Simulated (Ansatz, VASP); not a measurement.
**Two plane-wave programs on Cd**

INCAR

```
SYSTEM = Cd
PREC = Accurate
ENCUT = 600
EDIFF = 1E-7
ISMEAR = -1
SIGMA = 0.05
LREAL = .False.
LASPH = .True.
NELM = 100
ALGO = Normal
ISIF = 3
LWAVE = .False.
LCHARG = .False.
GGA = B5
ALDAX = 1.0
AGGAX = 1.0
AGGAC = 1.0
ALDAC = 0.0
IBRION = 2
NSW = 40
EDIFFG = -0.01
```

The input KPOINTS:

```
Automatic mesh
0
Gamma
  10 10 10
  0 0 0
```

Contents of POSCAR:

```
Cd
1.0
   -1.7843220000      1.7843220000      1.7843220000
    1.7843220000     -1.7843220000      1.7843220000
    1.7843220000      1.7843220000     -1.7843220000
Cd
1
Direct
    0.0000000000      0.0000000000      0.0000000000
```

File input.yaml:

```yaml
crystal:
  lattice:
    - [-1.784322, 1.784322, 1.784322]
    - [1.784322, -1.784322, 1.784322]
    - [1.784322, 1.784322, -1.784322]
  atoms:
    - { symbol: Cd, position: [0.0, 0.0, 0.0] }
hamiltonian:
  xc: blyp
  pseudopotentials: { kind: paw }
kpoints:
  mp_grid: { grid: [10, 10, 10] }
scf:
  occupations: { method: fermi_dirac, width: 0.05 }
output:
  forces: true
  stress: true
  eigenvalues: true
  write_density: true
  write_potential: true
  elf: true
  volumetric_format: npy
relax:
  f_tol: 0.01
  max_steps: 40
  cell: { stress_tol: 0.05 }
```

This isn't the form of Cd at room conditions, which is hcp.

Alike in both runs: task relaxation of cell and atoms; functional BLYP; k mesh 10 × 10 × 10; occupations fermi-dirac, width 0.05 eV; no spin polarisation.

|  | VASP | Ansatz |
| --- | --- | --- |
| version | VASP 6.6.1 | Ansatz 0.2.0 |
| potentials or method | VASP PAW PBE potentials, release 64 (Cd) | Ansatz PAW |
| plane-wave cutoff (eV) | 600 | 420 |
| valence electrons in the cell | 12 | 20 |

VASP gave:

- gap on the k mesh at the Fermi level, each at its own relaxed structure (eV): none
- relaxed volume (Å³/atom): 28.00
- relaxed cell length with the largest relative difference (Å): 3.313
- energy change over the relaxation (meV/atom): -79

Question: What did Ansatz give for the same quantities?

Answer: gap on the k mesh at the Fermi level, each at its own relaxed structure (eV): none; relaxed volume (Å³/atom): 27.84; relaxed cell length with the largest relative difference (Å): 3.307; energy change over the relaxation (meV/atom): -75.

A gap of «none» marks a metal or a gap that the smearing closes. The two sets of potentials don't hold the same shells in valence.

Caveats: the volume moved by over 15 % at a fixed basis, so the end points are rough; the PAW data sets were made with another functional, which shifts forces and pressure a little (VASP); the plane-wave basis is chosen anew once the cell has moved, so the energies of steps on either side of that aren't comparable (Ansatz); the PAW data sets come from PBE, with cores solved anew for the run's functional, which leaves a small shift of forces and pressure (Ansatz).
